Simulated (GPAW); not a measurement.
# Al (Fm-3m) in GPAW: further runs, part 2 of 2

GPAW 26.7.0.

## Step 4: Single point, PBE

run.py

```python
from ase import Atoms
from ase.dft.bandgap import bandgap
from ase.io import write
from ase.units import GPa
from gpaw import GPAW, PW

atoms = Atoms(['Al'],
              cell=[[0.0, 2.024805, 2.024805],
                    [2.024805, 0.0, 2.024805],
                    [2.024805, 2.024805, 0.0]],
              scaled_positions=[[0.0, 0.0, 0.0]],
              pbc=True)

calc = GPAW(mode=PW(600),
            xc='PBE',
            kpts={'size': (11, 11, 11), 'gamma': True},
            occupations={'name': 'methfessel-paxton', 'order': 0, 'width': 0.022},
            nbands=7,
            convergence={'density': 1e-05, 'energy': 1e-05},
            maxiter=150,
            txt='gpaw.txt')
atoms.calc = calc
energy = atoms.get_potential_energy()
forces = atoms.get_forces()
stress = atoms.get_stress()
calc.write('gs.gpw')
write('result.traj', atoms)
print(f'Energy: {energy:.6f} eV')
print('Forces (eV/A):')
print(forces.round(4))
print('Stress (GPa):', (stress / GPa).round(3))
print('Fermi level:', round(calc.get_fermi_level(), 4), 'eV')
print(f'Gap: {bandgap(calc)[0]:.4f} eV, direct: {bandgap(calc, direct=True)[0]:.4f} eV')
```

Potentials or basis: GPAW PAW data sets (gpaw-data 1.2.1), pw.

Run with:

```bash
> OMP_NUM_THREADS=1 python run.py
```

gpaw.txt:

```text
__  _  _
 | _ |_)|_||  |
 |__||  | ||/\| - 26.7.0

Input parameters:
  mode=PW(ecut=600.0),
  convergence={'density': 1e-05, 'energy': 1e-05},
  kpts=MonkhorstPack(size=(11, 11, 11), gamma=True),
  maxiter=150,
  nbands=7,
  occupations=Occupations(name='methfessel-paxton', order=0, width=0.022),
  xc=XC(name='PBE')

Diagonalizing LCAO Hamiltonian
Converting LCAO to pw mode

       Al

Atoms  # Å, Bohr magnetons
|   | symbol |        x |        y |        z |    initial magnetic moments |
|---|--------|----------|----------|----------|-----------------------------|
| 0 |     Al | 0.000000 | 0.000000 | 0.000000 | ( 0.0000,  0.0000,  0.0000) |

Unit cell  # Å
| periodic |        x |        y |        z |  lengths |    angles |
|----------|----------|----------|----------|----------|-----------|
|      yes | 0.000000 | 2.024805 | 2.024805 | 2.863507 | 60.000000 |
|      yes | 2.024805 | 0.000000 | 2.024805 | 2.863507 | 60.000000 |
|      yes | 2.024805 | 2.024805 | 0.000000 | 2.863507 | 60.000000 |

Number of symmetries: 48
Symmetry operations  # r_c * U_cc + t_c -> r_c
|    | kind |            matrix            |
|----|------|------------------------------|
|  0 |  σ   |  1, 0, 0,  1, 0,-1,  1,-1, 0 |
|  1 |  C2  |  1, 0, 0,  1,-1, 0,  1, 0,-1 |
|  2 |  E   |  1, 0, 0,  0, 1, 0,  0, 0, 1 |
|  3 |  σ   |  1, 0, 0,  0, 0, 1,  0, 1, 0 |
|  4 |  C4  |  1, 0,-1,  1, 0, 0,  1,-1, 0 |
|  5 |  S6  |  1, 0,-1,  1,-1, 0,  1, 0, 0 |
|  6 |  σ   |  1, 0,-1,  0, 1,-1,  0, 0,-1 |
|  7 |  C3  |  1, 0,-1,  0, 0,-1,  0, 1,-1 |
|  8 |  S6  |  1,-1, 0,  1, 0, 0,  1, 0,-1 |
|  9 |  C4  |  1,-1, 0,  1, 0,-1,  1, 0, 0 |
| 10 |  C3  |  1,-1, 0,  0,-1, 1,  0,-1, 0 |
| 11 |  σ   |  1,-1, 0,  0,-1, 0,  0,-1, 1 |
| 12 |  σ   |  0, 1, 0,  1, 0, 0,  0, 0, 1 |
| 13 |  C4  |  0, 1, 0,  0, 1,-1, -1, 1, 0 |
| 14 |  C3  |  0, 1, 0,  0, 0, 1,  1, 0, 0 |
| 15 |  S6  |  0, 1, 0, -1, 1, 0,  0, 1,-1 |
| 16 |  C2  |  0, 1,-1,  1, 0,-1,  0, 0,-1 |
| 17 |  σ   |  0, 1,-1,  0, 1, 0, -1, 1, 0 |
| 18 |  S4  |  0, 1,-1,  0, 0,-1,  1, 0,-1 |
| 19 |  C4  |  0, 1,-1, -1, 1, 0,  0, 1, 0 |
| 20 |  C3  |  0, 0, 1,  1, 0, 0,  0, 1, 0 |
| 21 |  σ   |  0, 0, 1,  0, 1, 0,  1, 0, 0 |
| 22 |  S6  |  0, 0, 1,  0,-1, 1, -1, 0, 1 |
| 23 |  C4  |  0, 0, 1, -1, 0, 1,  0,-1, 1 |
| 24 |  S4  |  0, 0,-1,  1, 0,-1,  0, 1,-1 |
| 25 |  C3  |  0, 0,-1,  0, 1,-1,  1, 0,-1 |
| 26 |  C2  |  0, 0,-1,  0,-1, 0, -1, 0, 0 |
| 27 |  S6  |  0, 0,-1, -1, 0, 0,  0,-1, 0 |
| 28 |  S4  |  0,-1, 1,  1,-1, 0,  0,-1, 0 |
| 29 |  C4  |  0,-1, 1,  0, 0, 1, -1, 0, 1 |
| 30 |  C2  |  0,-1, 1,  0,-1, 0,  1,-1, 0 |
| 31 |  σ   |  0,-1, 1, -1, 0, 1,  0, 0, 1 |
| 32 |  C3  |  0,-1, 0,  1,-1, 0,  0,-1, 1 |
| 33 |  S6  |  0,-1, 0,  0, 0,-1, -1, 0, 0 |
| 34 |  S4  |  0,-1, 0,  0,-1, 1,  1,-1, 0 |
| 35 |  C2  |  0,-1, 0, -1, 0, 0,  0, 0,-1 |
| 36 |  C2  | -1, 1, 0,  0, 1, 0,  0, 1,-1 |
| 37 |  S6  | -1, 1, 0,  0, 1,-1,  0, 1, 0 |
| 38 |  S4  | -1, 1, 0, -1, 0, 1, -1, 0, 0 |
| 39 |  C3  | -1, 1, 0, -1, 0, 0, -1, 0, 1 |
| 40 |  S6  | -1, 0, 1,  0, 0, 1,  0,-1, 1 |
| 41 |  C2  | -1, 0, 1,  0,-1, 1,  0, 0, 1 |
| 42 |  C3  | -1, 0, 1, -1, 1, 0, -1, 0, 0 |
| 43 |  S4  | -1, 0, 1, -1, 0, 0, -1, 1, 0 |
| 44 |  C2  | -1, 0, 0,  0, 0,-1,  0,-1, 0 |
| 45 |  i   | -1, 0, 0,  0,-1, 0,  0, 0,-1 |
| 46 |  σ   | -1, 0, 0, -1, 1, 0, -1, 0, 1 |
| 47 |  C2  | -1, 0, 0, -1, 0, 1, -1, 1, 0 |

BZ-sampling:
  Number of BZ points: 1331
  Number of IBZ points: 56

  Monkhorst-Pack size: [11, 11, 11]
  Monkhorst-Pack shift: [0, 0, 0]

K-points  # in reciprocal-cell coordinates
|     |                                coordinates |     weight |
|-----|--------------------------------------------|------------|
|   0 | (  0.00000000,   0.00000000,   0.00000000) | 0.00075131 |
|   1 | (  0.09090909,   0.09090909,   0.00000000) | 0.00450789 |
|   2 | (  0.09090909,   0.09090909,   0.09090909) | 0.00601052 |
|   3 | (  0.18181818,   0.09090909,   0.09090909) | 0.00901578 |
|   4 | (  0.18181818,   0.18181818,   0.00000000) | 0.00450789 |
|   5 | (  0.18181818,   0.18181818,   0.09090909) | 0.01803156 |
|   6 | (  0.18181818,   0.18181818,   0.18181818) | 0.00601052 |
|   7 | (  0.27272727,   0.18181818,   0.09090909) | 0.01803156 |
|   8 | (  0.27272727,   0.18181818,   0.18181818) | 0.01803156 |
|   9 | (  0.27272727,   0.27272727,   0.00000000) | 0.00450789 |
| ... |                                            |            |
|  55 | (  0.45454545,   0.45454545,   0.45454545) | 0.00601052 |

Plane wave coefficients: 564
Cutoff: 600.0 eV

Spin-components: 1 (collinear spins)
Bands:           7
Projectors:      5
Spin-degeneracy: 2
Datatype:        complex128

Parallelization:
  kpt:    1
  domain: 1
  band:   1

Density:
  Valence electrons: 3.0
  Components: 1
  Grid points: [18 18 18]
  Charge: 0.0  # |e|

Potential:
  Grid points: [18 18 18]

species:
  Al:
    name:    Aluminium
    Z:       13.0
    valence: 3
    core:    10
    charge:  0.0  # [|e|]
    compensation charges:
      type: gauss
      rc: 0.34  # [Å]
      lmax: 2
    cutoffs:
      filter: 1.91  # [Å]
      core: 2.36  # [Å]
    projectors
    | kind |    occ | energy [eV] | rcut [Å] |
    |------|--------|-------------|----------|
    |   3s |  2.000 |      -7.753 |    1.085 |
    |   3p |  1.000 |      -2.712 |    1.085 |
    |    s |        |      19.459 |    1.085 |
    |    p |        |      24.499 |    1.085 |
    |    d |        |       0.000 |    1.085 |

    Using partial waves for Al as LCAO basis

Reference energy: -6603.423265  # eV

eigensolver:
  PPCG
  Converge bands: occupied
  niter=2

density mixing:
  MSR1-Mixer
  Pratt-step length: 0.05
  Maximum mixing coefficient: 0.75
  Old densities: 10
  SVD Regularization: 0.005
  Good broyden scale: 1.0
  Trust region scale: 1.0
  Backstep threshold: 4.0
  History deletion threshold: 6.0
  Fourier metric: weight=20.0, sigma=0.015

occupation numbers:
  Methfessel-Paxton:
    width: 0.0220  # eV
    order: 0

poisson solver:
  ecut: 4800.0  # eV

xc functional:
  name: PBE with 2 nearest neighbor stencil

convergence criteria:
- Maximum integral of absolute [dens]ity change: 1e-05 electrons / valence electron
- Maximum [total energy] change in last 3 cyles: 1e-05 eV / valence electron
- Maximum integral of absolute [eigenst]ate change: 4e-08 eV^2 / valence electron
maximum number of iterations: 150

SCF iterations
|iter     | |      energy | eigst |  dens |
|---------|-|-------------|-------|-------|
|iter:   1| |   -3.744519 | -0.24 |       |
|iter:   2| |   -3.744683 | -3.50 | -0.97 |
|iter:   3| |   -3.744152 | -3.41 | -1.00 |
|iter:   4| |   -3.744401 | -4.04 | -1.55 |
|iter:   5| |   -3.744408 | -6.02 | -2.91 |
|iter:   6| |   -3.744410c| -6.55 | -3.33 |
|iter:   7| |   -3.744410c| -8.52c| -4.58 |
|iter:   8| |   -3.744410c| -9.00c| -5.06c|

Converged in 8 steps
Energy contributions relative to reference atoms: (reference = -6603.423265)

Energy contributions:
  Kinetic:           3.495776
  Coulomb:          -1.646465
  Zero:             -0.006310
  External:          0.000000
  Xc:               -5.587176
  Entropy:          -0.000469
  Spinorbit:         0.000000
  ----------------------------
  Free energy:      -3.744644
  Extrapolated:     -3.744410

dipole moment: (-6.948238, -6.948238, -6.948238)  # |e|*Ang

Fermi level: 7.121
Eigenvalues  # (at kpt = [0.000, 0.000, 0.000])
| band index |      eig [eV] | occ [0-2] |
|------------|---------------|-----------|
|          0 |        -3.995 |     2.000 |
|          1 |        19.692 |     0.000 |
|          2 |        19.692 |     0.000 |
|          3 |        19.692 |     0.000 |
|          4 |        21.140 |     0.000 |
|          5 |        21.140 |     0.000 |
|          6 |        21.140 |     0.000 |

No gap
No difference between direct/indirect transitions

Forces  # eV/Ang
|       x |       y |       z |
|---------|---------|---------|
| 0.00000 | 0.00000 | 0.00000 |  # Al   0

Stress tensor  # eV/Ang^3
|         x |         y |        z |
|-----------|-----------|----------|
|  0.002294 | -0.000000 | 0.000000 |
| -0.000000 |  0.002294 | 0.000000 |
|  0.000000 |  0.000000 | 0.002294 |

# Writing to gs.gpw (mode='')
```

It took 6.3 s on 1 thread of Arm Neoverse V1, shared host; peak memory 0.12 GiB.

What came out:

```yaml
Free_energy: -3.7446 eV
Pressure: -0.4 GPa
Band_gap_on_the_k_mesh: none (metal or under the smearing width)
```

Levels at points of the mesh, in eV from the Fermi level:
```
           k point  band 1  band 2  band 3  band 4
(0.00, 0.00, 0.00)  -11.12   12.57   12.57   12.57
```

## Step 5: The runs side by side

```csv
smearing,gap on the mesh (eV),pressure (GPa)
gaussian 0.02 eV,none,-0.4
gaussian 0.021 eV,none,-0.4
gaussian 0.022 eV,none,-0.4
```

Alike in all rows: task single point; level PBE; potentials or basis GPAW PAW data sets (gpaw-data 1.2.1), pw; no spin polarisation; cell as given; k mesh 11 × 11 × 11; cutoff (eV) 600.

Every run on the cell as given and a fine mesh finds a metal.

Total energies depend on the potentials used, so only differences within one code and one set of settings carry meaning.
